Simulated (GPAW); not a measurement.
# Quasiparticle gap of GaAs (F-43m) in GPAW

How does a plane-wave GW calculation on GaAs (F-43m) run from the first input to the gap?

Method: PBE and many-body steps on it, plane waves, in GPAW 26.7.0.

**Experimental background.**

- Gap 1.51 eV: band-edge emission energy from PL (direct gap at Gamma); photoluminescence, 633 nm excitation; 77 K; bulk crystal (MBE GaAs matrix around a thin InAs wetting layer on semi-insulating GaAs (100)) (“Photoluminescence of InAs/GaAs quantum dots under direct two-photon excitation”, 2020, pmc:7331710).

- Gap 1.412 ± 0.01 eV: direct gap E0 at Gamma from ellipsometry; variable-angle spectroscopic ellipsometry, parametric critical-point fit; 300 K; bulk crystal (semi-insulating GaAs(001) reference substrate with native oxide) (“Evidence of valence band perturbations in GaAsN/GaAs(001): A combined variable-angle spectroscopic ellipsometry and modulated photoreflectance investigation”, 2008, arxiv:0805.2212).

- Gap 1.42 eV: fundamental direct gap E0 at Gamma, seen as sharp points in Psi and Delta; spectroscopic ellipsometry; 300 K; bulk crystal (semi-insulating GaAs (100) substrate) (“Ellipsometric study of the Electronic Structure of GaMnAs and LT-GaAs”, 2004, arxiv:cond-mat/0404304).

- Gap 1.418 ± 0.005 eV: direct gap E0 at Gamma from PR; modulated photoreflectance, low-field lineshape fit; 300 K; bulk crystal (semi-insulating GaAs(001) reference substrate) (“Evidence of valence band perturbations in GaAsN/GaAs(001): A combined variable-angle spectroscopic ellipsometry and modulated photoreflectance investigation”, 2008, arxiv:0805.2212).

Report form: the programs' logs are mostly left out.

## 1. Starting point

Symmetry: F-43m, No. 216, cubic system. Conventional cell: a = 5.654 Å, b = 5.654 Å, c = 5.654 Å, α = 90.00°, β = 90.00°, γ = 90.00°. Ga has 4 As at 2.45 Å nearest. Nearest to As lie 4 Ga at 2.45 Å. Farther neighbours are not listed.

The cell and positions come from the Crystallography Open Database and are kept as given unless a step says otherwise.

## 2. Ground state

This step: GPAW 26.7.0; DFT, PBE, plane waves, PAW.

The ground-state density comes first.

run.py reads:

```python
import json
import numpy as np
from gpaw.mpi import world
from ase import Atoms
from gpaw import GPAW, PW, FermiDirac

atoms = Atoms(['Ga', 'As'],
    cell=[[0.0000000000, 2.8268500000, 2.8268500000],
      [2.8268500000, 0.0000000000, 2.8268500000],
      [2.8268500000, 2.8268500000, 0.0000000000]],
    scaled_positions=[[0.0000000000, 0.0000000000, 0.0000000000],
      [0.2500000000, 0.2500000000, 0.2500000000]],
    pbc=(True, True, True))
calc = GPAW(mode=PW(450),
    xc='PBE',
    kpts={'size': (8, 8, 8), 'gamma': True},
    occupations=FermiDirac(0.001),
    nbands=-7,
    convergence={'density': 1e-6, 'bands': -3},
    maxiter=100,
    txt='gs.txt')
atoms.calc = calc
res = {'energy': atoms.get_potential_energy()}
kpts = calc.get_ibz_k_points()
res['kpts'] = kpts
res['eigenvalues'] = [calc.get_eigenvalues(kpt=k) for k in range(len(kpts))]
res['n_electrons'] = calc.get_number_of_electrons()
calc.write('gs.gpw')

if world.rank == 0:
    with open('result.json', 'w') as f:
        json.dump(res, f, default=lambda x: x.tolist())
```

On the command line:

```sh
$ mpirun -n 8 gpaw python run.py
```

It took 3.7 s on 8 MPI ranks of Arm Neoverse V1, shared host; peak memory 0.92 GiB; 29 s of CPU time.

This step gave:

- total energy: -8.228 eV
- gap: 0.5868 eV
- k of the valence top: 0, 0, 0
- k of the conduction bottom: 0, 0, 0
- least direct gap: 0.5868 eV

The gap is direct, at Γ.

## 3. Bands along the symmetry lines

The cheap functional maps the bands first; the places of the edges decide which points the dearer methods must see.

run.py reads:

```python
import json
import numpy as np
from gpaw.mpi import world
from gpaw import GPAW

path = [[0.000000, 0.000000, 0.000000],
    [-0.062500, -0.062500, 0.000000],
    [-0.125000, -0.125000, 0.000000],
    [-0.187500, -0.187500, 0.000000],
    [-0.250000, -0.250000, 0.000000],
    [-0.312500, -0.312500, 0.000000],
    [-0.375000, -0.375000, 0.000000],
    [-0.437500, -0.437500, 0.000000],
    [-0.500000, -0.500000, 0.000000],
    [-0.484375, -0.484375, 0.031250],
    [-0.468750, -0.468750, 0.062500],
    [-0.453125, -0.453125, 0.093750],
    [-0.437500, -0.437500, 0.125000],
    [-0.421875, -0.421875, 0.156250],
    [-0.406250, -0.406250, 0.187500],
    [-0.390625, -0.390625, 0.218750],
    [-0.375000, -0.375000, 0.250000],
    [-0.375000, 0.000000, 0.375000],
    [-0.328125, 0.000000, 0.328125],
    [-0.281250, 0.000000, 0.281250],
    [-0.234375, 0.000000, 0.234375],
    [-0.187500, 0.000000, 0.187500],
    [-0.140625, 0.000000, 0.140625],
    [-0.093750, 0.000000, 0.093750],
    [-0.046875, 0.000000, 0.046875],
    [0.000000, 0.000000, 0.000000],
    [0.000000, 0.000000, 0.062500],
    [0.000000, 0.000000, 0.125000],
    [0.000000, 0.000000, 0.187500],
    [0.000000, 0.000000, 0.250000],
    [0.000000, 0.000000, 0.312500],
    [0.000000, 0.000000, 0.375000],
    [0.000000, 0.000000, 0.437500],
    [-0.000000, -0.000000, 0.500000],
    [-0.062500, -0.031250, 0.468750],
    [-0.125000, -0.062500, 0.437500],
    [-0.187500, -0.093750, 0.406250],
    [-0.250000, -0.125000, 0.375000],
    [-0.312500, -0.156250, 0.343750],
    [-0.375000, -0.187500, 0.312500],
    [-0.437500, -0.218750, 0.281250],
    [-0.500000, -0.250000, 0.250000],
    [-0.500000, -0.281250, 0.218750],
    [-0.500000, -0.312500, 0.187500],
    [-0.500000, -0.343750, 0.156250],
    [-0.500000, -0.375000, 0.125000],
    [-0.500000, -0.406250, 0.093750],
    [-0.500000, -0.437500, 0.062500],
    [-0.500000, -0.468750, 0.031250],
    [-0.500000, -0.500000, 0.000000]]
calc = GPAW('gs.gpw').fixed_density(kpts=path,
    symmetry='off',
    nbands=14,
    convergence={'bands': 10},
    txt='bands.txt')
res = {}
kpts = calc.get_ibz_k_points()
res['kpts'] = kpts
res['eigenvalues'] = [calc.get_eigenvalues(kpt=k) for k in range(len(kpts))]
res['n_electrons'] = calc.get_number_of_electrons()

if world.rank == 0:
    with open('result.json', 'w') as f:
        json.dump(res, f, default=lambda x: x.tolist())
```

On the command line:

```sh
$ mpirun -n 8 gpaw python run.py
```

Wall time 3.5 s (8 MPI ranks); peak memory 0.92 GiB.

This step gave:

```yaml
gap: 0.5868 eV
k_of_the_valence_top: 0, 0, 0
k_of_the_conduction_bottom: 0, 0, 0
least_direct_gap: 0.5868 eV
```

The gap is 0.587 eV, as in the run before at this level.

The electronic bands at the labelled points (eV, zero at the top of the highest filled band; v1 is the highest filled band, c1 the lowest empty one):

```csv
point,v4,v3,v2,v1,c1,c2,c3,c4
Γ,-12.70,0.00,0.00,0.00,0.59,3.77,3.77,3.77
halfway,-11.83,-4.09,-1.69,-1.69,2.01,3.31,6.66,6.66
X,-10.34,-6.79,-2.66,-2.66,1.48,1.68,10.22,10.22
halfway,-10.33,-6.74,-3.19,-2.56,1.67,2.60,9.26,9.46
U,-10.39,-6.59,-3.85,-2.25,1.98,4.68,8.01,8.11
jump to K,-10.39,-6.59,-3.85,-2.25,1.98,4.68,8.01,8.11
halfway,-11.76,-4.55,-2.44,-0.68,2.74,4.80,4.85,5.68
Γ,-12.70,0.00,0.00,0.00,0.59,3.77,3.77,3.77
halfway,-12.06,-4.14,-0.68,-0.68,1.50,4.64,4.64,6.00
L,-11.06,-6.61,-1.13,-1.13,1.05,4.67,4.67,7.79
halfway,-10.73,-6.45,-3.22,-1.93,3.07,4.20,6.39,7.73
W,-10.30,-6.59,-3.54,-3.33,4.67,4.75,5.46,6.08
halfway,-10.32,-6.69,-3.14,-3.03,2.58,2.79,8.19,8.40
X,-10.34,-6.79,-2.66,-2.66,1.48,1.68,10.22,10.22
```

## 4. Empty states on the mesh, 4×4×4 mesh, 198 bands

The sums over transitions need many empty states on a uniform mesh; this step solves for them.

run.py reads:

```python
import json
import numpy as np
from gpaw.mpi import world
from gpaw import GPAW

calc = GPAW('gs.gpw').fixed_density(kpts={'size': (4, 4, 4), 'gamma': True},
    parallel={'domain': 1, 'band': 1},
    txt='nscf.txt')
calc.diagonalize_full_hamiltonian(nbands=198)
calc.write('full.gpw', mode='all')
res = {}
kpts = calc.get_ibz_k_points()
res['kpts'] = kpts
res['eigenvalues'] = [calc.get_eigenvalues(kpt=k) for k in range(len(kpts))]
res['n_electrons'] = calc.get_number_of_electrons()

if world.rank == 0:
    with open('result.json', 'w') as f:
        json.dump(res, f, default=lambda x: x.tolist())
```

On the command line:

```sh
$ mpirun -n 8 gpaw python run.py
```

Elapsed: 3.9 s, on 8 MPI ranks; peak memory 0.93 GiB; 31 s of CPU time.

Numbers from this step:

```
gap                                                           : 0.5868 eV
k of the valence top                                          : 0, 0, 0
k of the conduction bottom                                    : 0, 0, 0
least direct gap                                              : 0.5868 eV
k points computed                                             : 8
lowest point of the top converged band, above the valence top : 139.6288 eV
```

On this mesh the gap is 0.587 eV.

## 5. Screening and self-energy, 4×4×4 mesh, 188 bands, screening to 150 eV

Now the one-shot GW correction: screening in the RPA, then the self-energy of the levels asked for.

This step: G0W0 on PBE, plane waves, PAW.

run.py reads:

```python
import json
import numpy as np
from gpaw.mpi import world
from gpaw.response.g0w0 import G0W0

gw = G0W0('full.gpw',
    filename='gw',
    kpts=[0],
    bands=(2, 6),
    ecut=150,
    nbands=188,
    integrate_gamma='WS',
    ppa=True)
gw.calculate()
res = {mode: {k: v for k, v in r.items() if k != 'sigma_eskwn'}
       for mode, r in gw.all_results.items()}

if world.rank == 0:
    with open('result.json', 'w') as f:
        json.dump(res, f, default=lambda x: x.tolist())
```

On the command line:

```sh
$ mpirun -n 8 gpaw python run.py
```

The job ended after 21 s (8 MPI ranks; peak memory 2 GiB; 2.7 min of CPU time).

This step gave:

- G0W0 gap on the points computed: 1.770 eV
- least direct G0W0 gap on the computed points: 1.770 eV
- Z at the valence top: 0.7856
- Z at the conduction bottom: 0.7937
- starting gap on the mesh: 0.5868 eV
- k of the valence top: 0, 0, 0
- k of the conduction bottom: 0, 0, 0

The gap on the mesh goes from 0.59 eV to 1.77 eV, a correction of +1.18 eV.

Limits: finite bands, cutoff and mesh; no spin-orbit coupling; coarse k mesh. v1 is the top filled band, c1 the lowest empty one. The levels before and after the correction (eV, zero at the valence-band top of each column):

```
           conduction bottom  valence top
Kohn-Sham               0.59         0.00
     G0W0               1.77         0.00
```

|  | level | energy (eV) |
| --- | --- | --- |
| Kohn-Sham | Γ v2-v1 | 0.000 |
| Kohn-Sham | Γ c1 | 0.587 |
| Kohn-Sham | Γ c2 | 3.774 |
| G0W0 | Γ v2-v1 | 0.000 |
| G0W0 | Γ c1 | 1.770 |
| G0W0 | Γ c2 | 4.493 |

## 6. Where the time went

Times are wall times on 8 MPI ranks of Arm Neoverse V1, shared host, good to a factor of about two.

```
                          step   time  share  memory (GiB)
                  ground state  3.7 s   12 %          0.92
bands along the symmetry lines  3.5 s   11 %          0.92
      empty states on the mesh  3.9 s   12 %          0.93
     screening and self-energy   21 s   65 %             2
```

## 7. Results

```
PBE gap              : 0.59 eV, direct
G0W0 gap on the mesh : 1.77 eV
GW settings          : 4×4×4 mesh, 188 bands, screening to 150 eV, Godby-Needs plasmon pole
known limits         : not at the basis limit; no spin-orbit coupling; coarse k mesh
```

G0W0 moves the gap on the mesh from 0.59 eV to 1.77 eV (+1.18 eV), with Z of 0.79 and 0.79 at the edges. Only 1 of the mesh's irreducible points was corrected, so a valley elsewhere could overtake. The dearest step here is «screening and self-energy». Against experiment, by G0W0@PBE: the direct gap of 1.77 eV lies +0.26 eV from the measured 1.51 eV (exciton, 77 K, 2020); the direct gap of 1.77 eV lies +0.36 eV from the measured 1.412 ± 0.01 eV (direct, 300 K, 2008); the direct gap of 1.77 eV lies +0.35 eV from the measured 1.42 eV (direct, 300 K, 2004); the direct gap of 1.77 eV lies +0.35 eV from the measured 1.418 ± 0.005 eV (direct, 300 K, 2008). An exciton line or allowed optical edge lies below the quasiparticle gap by the binding energy; a forbidden edge can push the onset above it. The calculation has static nuclei and no excitons; a measured gap holds zero-point and thermal motion, which mostly lowers it. Bands and cutoff are finite, so the gap is not at the basis limit. The miss can reach some tenths of an eV and take either sign; the mesh is an error of its own. These stock PAW sets were not made for GW; the filled d or f shell of As and Ga lies in the frozen core, which bears on start and correction. In the G0W0 run levels were corrected at 1 k point alone, so a gap called «on the mesh» is the least over those, and an edge elsewhere would be missed. The 4×4×4 mesh is coarse for this cell, which bears on the long-range parts of exchange and screening. The many-body steps are scalar-relativistic: spin-orbit coupling is not in them.

[Paths, hosts, dates, memory and timing lines, banners, echoed tables and standing remarks are left out of the program output.]

[Logs are printed without paths, hosts, clocks, repeated set-up lines and the standing remarks that a program may print on its own settings, such as how far it seeks lower states.]

[Runs of the session that timed out or met a known fault of the program may be left out.]

[Hosts, paths, dates, database ids (printed as entryN), source tags and the programs' standing remarks are cut or masked in the printed files.]
